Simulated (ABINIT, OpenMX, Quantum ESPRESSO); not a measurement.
# Al: programs and potentials compared

```xyz
5
Lattice="2.8271 0.0000 0.0000 -1.4135 2.4483 0.0000 0.0000 0.0000 24.1860" Properties=species:S:1:pos:R:3 pbc="T T T"
Al    0.0000    0.0000    7.5000
Al    0.0000    1.6322    9.7965
Al    0.0000    0.0000   12.0930
Al    1.4135    0.8161   14.3895
Al    0.0000    0.0000   16.6860
```

Alike in all runs: functional PBE; k mesh 11 × 11 × 1; occupations fermi-dirac, width 0.05 eV; no spin polarisation; no spin-orbit coupling.

```csv
program and potentials,plane-wave cutoff (eV),notes,largest force (eV/Å)
"Quantum ESPRESSO, PseudoDojo 0.4.1 SR PBE standard",544,-,?
"ABINIT, JTH PAW PBE v2.0",408,-,0.260
"OpenMX, OpenMX 2013 PBE set, Al7.0-s2p2d1, grid cutoff 300 Ry",-,atomic basis,0.214
```

Task: Estimate from the other rows what the run with Quantum ESPRESSO, PseudoDojo 0.4.1 SR PBE standard gave.

Result: Largest force 0.252 eV/Å. The other rows, which needn't bracket it: largest force 0.214 to 0.260.
